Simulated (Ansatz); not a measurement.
# InSe: the cost of one run

Method: DFT PBE+D3(BJ), scalar-relativistic, plane waves, PAW, in Ansatz 0.2.0.

5 further runs of the same task are left out: 5 set aside as unsound or not needed.

## Step 1: The structure to begin with

It takes space group C2/m (No. 12, monoclinic). The conventional cell has a = 11.893 Å, b = 4.139 Å, c = 4.497 Å, α = 90.00°, β = 110.79°, γ = 90.00°. In (site symmetry m) is surrounded by 3 Se at 2.69 to 2.72 Å and 1 In at 2.81 Å. Around Se (site symmetry m) lie 3 In at 2.69 to 2.72 Å.

Structure file:

```cif
data_structure
_symmetry_space_group_name_H-M 'C2/m'
_symmetry_Int_Tables_number 12
_cell_length_a 11.8933
_cell_length_b 4.1385
_cell_length_c 4.4966
_cell_angle_alpha 90.000
_cell_angle_beta 110.786
_cell_angle_gamma 90.000
_cell_volume 206.92
loop_
_atom_site_label
_atom_site_type_symbol
_atom_site_symmetry_multiplicity
_atom_site_Wyckoff_symbol
_atom_site_fract_x
_atom_site_fract_y
_atom_site_fract_z
_atom_site_occupancy
In1 In 4 i 0.38486 0.50000 0.01934 1
Se1 Se 4 i 0.15294 0.50000 0.63354 1
```

This cell was relaxed beforehand with the same method: volume 25.86 Å³/atom, gap on the mesh 0.56 eV.

Bulk energy on matching settings, from an earlier run: -5534.2723 eV/atom.

## Step 2: Cutting the (110) slab

Planes are indexed in the bulk's conventional cell (C2/m (No. 12)), a = 11.893 Å, b = 4.139 Å, c = 4.497 Å, α = 90.00°, β = 110.79°, γ = 90.00°.

Cut from the relaxed bulk: a (110) slab, 10.7 Å thick as cut, with 15 Å of vacuum; its outer planes are In (top) and In (bottom).

The slab as cut. Its planes from the bottom up:

```
plane  atoms per cell  height over the lowest (Å)
    1              In                        0.00
    2              Se                        0.90
    3              Se                        2.09
    4              In                        2.99
    5              In                        3.88
    6              Se                        4.78
    7              Se                        5.96
    8              In                        6.86
    9              In                        7.76
   10              Se                        8.66
   11              Se                        9.84
   12              In                       10.74
```

## Step 3: Single point on the unrelaxed (110) slab

A dipole layer in the vacuum cancels the field that periodic copies would set up if the slab's two faces differ.

input.yaml

```yaml
crystal:
  lattice:
    - [4.4965573382, 0.0, 0.0]
    - [-2.1103015438, 5.932201424, 0.0]
    - [0.0, 0.0, 25.7425648152]
  atoms:
    - { symbol: In, position: [0.1466970629, 0.0410802013, 0.2913462607] }
    - { symbol: Se, position: [0.7873877853, 0.6336870719, 0.3262884445] }
    - { symbol: Se, position: [0.5552344983, 0.0963606069, 0.3723750344] }
    - { symbol: In, position: [0.1959252207, 0.6889674775, 0.4073172182] }
    - { symbol: In, position: [0.2609044908, 0.2844294276, 0.4420145213] }
    - { symbol: Se, position: [0.9015952131, 0.8770362981, 0.476956705] }
    - { symbol: Se, position: [0.6694419262, 0.3397098332, 0.523043295] }
    - { symbol: In, position: [0.3101326486, 0.9323167037, 0.5579854787] }
    - { symbol: In, position: [0.3751119186, 0.5277786538, 0.5926827818] }
    - { symbol: Se, position: [0.015802641, 0.1203855244, 0.6276249656] }
    - { symbol: Se, position: [0.7836493541, 0.5830590595, 0.6737115555] }
    - { symbol: In, position: [0.4243400764, 0.17566593, 0.7086537393] }
basis:
  ecutwfc: 420
kpoints:
  mp_grid: { grid: [8, 6, 1] }
hamiltonian:
  xc: pbe
  dispersion: d3bj
scf:
  occupations: { method: gaussian, width: 0.05 }
output:
  forces: true
  stress: true
  eigenvalues: true
  write_density: true
  write_potential: true
  elf: true
  volumetric_format: npy
efield:
  axis: 3
  dipole_correction: true
  ramp_width: 0.04
```

On the command line:

```
> ansatz run input.yaml --threads 1 --pin off --max-ram 2560MiB --backend cpu --events-out ev --progress --plain --runs-dir out
```

Q: Estimate wall time and peak memory on 1 thread of Arm Neoverse N1, shared host.

About 10 min, with a peak of 1.6 GiB.
